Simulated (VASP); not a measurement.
CdTe: equation of state with r2SCAN

The system is CdTe.

```xyz
2
Lattice="0.0000 3.2050 3.2050 3.2050 0.0000 3.2050 3.2050 3.2050 0.0000" Properties=species:S:1:pos:R:3 pbc="T T T"
Te    4.8075    4.8075    4.8075
Cd    0.0000    0.0000    0.0000
```

| Item | Value |
| --- | --- |
| Program | VASP 6.6.1 |
| Task | equation of state |
| Functional | r2SCAN |
| Potentials or basis | VASP PAW PBE potentials, release 64 (Te, Cd) |
| Cutoff | 520 eV |
| k mesh | 7 × 7 × 7 |
| Occupations | fermi-dirac, width 0.05 eV |
| Spin | no spin polarisation |

The equilibrium volume is 35.35 Å³/atom (rough: see the caveat). The bulk modulus is 40 GPa (rough).

Energy against volume, from the lowest point:
```csv
volume (Å³/atom),energy (meV/atom)
30.947,87.55
31.605,60.62
32.263,39.33
32.922,23.12
33.580,11.46
34.239,3.89
34.897,0.00
```

All runs of the series together: 16 min on 1 thread of Intel(R) Xeon(R) Platinum 8375C CPU @ 2.90GHz (Ice Lake), on a shared host.

Caveat: the minimum lies outside the volumes run; the PAW data sets were made with another functional, which shifts forces and pressure a little. The run has no spin-orbit coupling, so splittings on Te are missing.
